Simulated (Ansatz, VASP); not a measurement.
Al2O3: VASP beside Ansatz

Contents of INCAR:

```
SYSTEM = Al2O3
PREC = Accurate
ENCUT = 900
EDIFF = 1E-6
ISMEAR = -1
SIGMA = 0.05
LREAL = .False.
LASPH = .True.
NELM = 100
ALGO = Fast
ISIF = 2
LWAVE = .False.
LCHARG = .False.
GGA = PE
```

The input KPOINTS:

```
regular mesh
0
Gamma
  8 8 3
  0 0 0
```

The input POSCAR:

```
Al2O3
1.0
    2.8843249483      0.0000000000      0.0000000000
   -1.4421624742      2.4978986780      0.0000000000
    0.0000000000      0.0000000000      9.3367544600
Al O
2 3
Direct
    0.0000000000      0.0000000000      0.8500076700
    0.0000000000      0.0000000000      0.1499923300
    0.3333333333      0.6666666667      0.7776830800
    0.6666666667      0.3333333333      0.0000000000
    0.3333333333      0.6666666667      0.2223169200
```

Contents of KPOINTS_OPT:

```
path GMKGALHA,LM,KH
10
line-mode
reciprocal
 0.0000000000  0.0000000000  0.0000000000  G
 0.5000000000  0.0000000000  0.0000000000  M

 0.5000000000  0.0000000000  0.0000000000  M
 0.3333333333  0.3333333333  0.0000000000  K

 0.3333333333  0.3333333333  0.0000000000  K
 0.0000000000  0.0000000000  0.0000000000  G

 0.0000000000  0.0000000000  0.0000000000  G
 0.0000000000  0.0000000000  0.5000000000  A

 0.0000000000  0.0000000000  0.5000000000  A
 0.5000000000  0.0000000000  0.5000000000  L

 0.5000000000  0.0000000000  0.5000000000  L
 0.3333333333  0.3333333333  0.5000000000  H

 0.3333333333  0.3333333333  0.5000000000  H
 0.0000000000  0.0000000000  0.5000000000  A

 0.5000000000  0.0000000000  0.5000000000  L
 0.5000000000  0.0000000000  0.0000000000  M

 0.3333333333  0.3333333333  0.0000000000  K
 0.3333333333  0.3333333333  0.5000000000  H
```

The input input.yaml:

```yaml
crystal:
  lattice:
    - [2.8843249483, 0.0, 0.0]
    - [-1.4421624742, 2.497898678, 0.0]
    - [0.0, 0.0, 9.33675446]
  atoms:
    - { symbol: Al, position: [0.0, 0.0, 0.85000767] }
    - { symbol: Al, position: [0.0, 0.0, 0.14999233] }
    - { symbol: O, position: [0.3333333333, 0.6666666667, 0.77768308] }
    - { symbol: O, position: [0.6666666667, 0.3333333333, 0.0] }
    - { symbol: O, position: [0.3333333333, 0.6666666667, 0.22231692] }
hamiltonian:
  xc: pbe
  pseudopotentials: { kind: paw }
kpoints:
  mp_grid: { grid: [8, 8, 3] }
  band_path:
    path:
      - [[0.0, 0.0, 0.0], [0.5, 0.0, 0.0], [0.3333333333, 0.3333333333, 0.0], [0.0, 0.0, 0.0], [0.0, 0.0, 0.5], [0.5, 0.0, 0.5], [0.3333333333, 0.3333333333, 0.5], [0.0, 0.0, 0.5]]
      - [[0.5, 0.0, 0.5], [0.5, 0.0, 0.0]]
      - [[0.3333333333, 0.3333333333, 0.0], [0.3333333333, 0.3333333333, 0.5]]
    npoints: 14
scf:
  occupations: { method: fermi_dirac, width: 0.05 }
  n_extra_bands: 12
output:
  forces: true
  stress: true
  eigenvalues: true
  fatbands: false
  write_density: true
  write_potential: true
  elf: true
  volumetric_format: npy
```

Measurements of this composition are mostly on another form, of space group No. 167.

Alike in both runs: task band structure; functional PBE; k mesh 8 × 8 × 3; occupations fermi-dirac, width 0.05 eV; no spin polarisation.

|  | VASP | Ansatz |
| --- | --- | --- |
| version | VASP 6.6.1 | Ansatz 0.2.0 |
| potentials or method | VASP PAW PBE potentials, release 64 (Al_GW, O_GW) | Ansatz PAW |
| plane-wave cutoff (eV) | 900 | 420 |
| valence electrons in the cell | 24 | 24 |

VASP gave:

```
gap on the k mesh at the Fermi level (eV) : 4.79
least direct gap on the mesh (eV)         : 5.02
gap along the band path (eV)              : 4.78
pressure (GPa)                            : -0.2
rms of the force components (eV/Å)        : 0.008
```

Which values does Ansatz return?

gap on the k mesh at the Fermi level (eV): 4.80; least direct gap on the mesh (eV): 5.03; gap along the band path (eV): 4.79; pressure (GPa): 0.1; rms of the force components (eV/Å): 0.022.

Atom by atom the forces differ by 0.028 eV/Å (rms over components).

Caveats: the pressure holds a Pulay correction of +0.5 GPa for the finite cutoff (Ansatz). Expect the measured gap to be larger: semilocal functionals such as PBE lack the derivative discontinuity.
